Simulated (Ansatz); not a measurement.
# TiCo: the cost of one run

Computed with Ansatz 0.2.0 (DFT PBEsol, scalar-relativistic, plane waves, PAW, unless a step's input says otherwise).

3 further runs of the same task are left out: 1 that didn't finish, 2 set aside as unsound or not needed.

## (1) The system as given

Symmetry: Pm-3m, No. 221, cubic system. Conventional cell: a = 2.939 Å, b = 2.939 Å, c = 2.939 Å, α = 90.00°, β = 90.00°, γ = 90.00°. Ti (site symmetry m-3m) has 8 Co at 2.54 Å as nearest neighbours. Co (site symmetry m-3m) has 8 Ti at 2.54 Å as nearest neighbours.

As a file:

```cif
data_structure
_symmetry_space_group_name_H-M 'Pm-3m'
_symmetry_Int_Tables_number 221
_cell_length_a 2.9385
_cell_length_b 2.9385
_cell_length_c 2.9385
_cell_angle_alpha 90.000
_cell_angle_beta 90.000
_cell_angle_gamma 90.000
_cell_volume 25.37
loop_
_atom_site_label
_atom_site_type_symbol
_atom_site_symmetry_multiplicity
_atom_site_Wyckoff_symbol
_atom_site_fract_x
_atom_site_fract_y
_atom_site_fract_z
_atom_site_occupancy
Ti1 Ti 1 a 0.00000 0.00000 0.00000 1
Co1 Co 1 b 0.50000 0.50000 0.50000 1
```

It goes back to an entry of the Materials Project, which need not be the stable form.

This cell was relaxed beforehand with the same method: volume 12.69 Å³/atom, gap on the mesh none (metal), site moments up to 0.7 μB.

## (2) The bulk in the cell of the plane

input.yaml reads:

```yaml
crystal:
  lattice:
    - [2.9385073288, 0.0, 0.0]
    - [0.0, 2.9385073288, 0.0]
    - [0.0, 0.0, 2.9385073288]
  atoms:
    - { symbol: Ti, position: [0.0, 0.0, 0.0] }
    - { symbol: Co, position: [0.5, 0.5, 0.5], spin: 0.75 }
basis:
  ecutwfc: 420
kpoints:
  mp_grid: { grid: [12, 12, 12] }
hamiltonian:
  xc: pbesol
scf:
  occupations: { method: gaussian, width: 0.1 }
output:
  forces: true
  stress: true
  eigenvalues: true
  populations: true
magnetization:
  spin_polarized: true
```

Launch:

```bash
$ ansatz run input.yaml --threads 1 --pin off --max-ram 2560MiB --backend cpu --events-out ev --progress --plain --runs-dir out
```

What time and memory should one allow on 1 thread of Intel Xeon at 2.70GHz, shared host?

About 8.1 s, with a peak of 0.42 GiB.
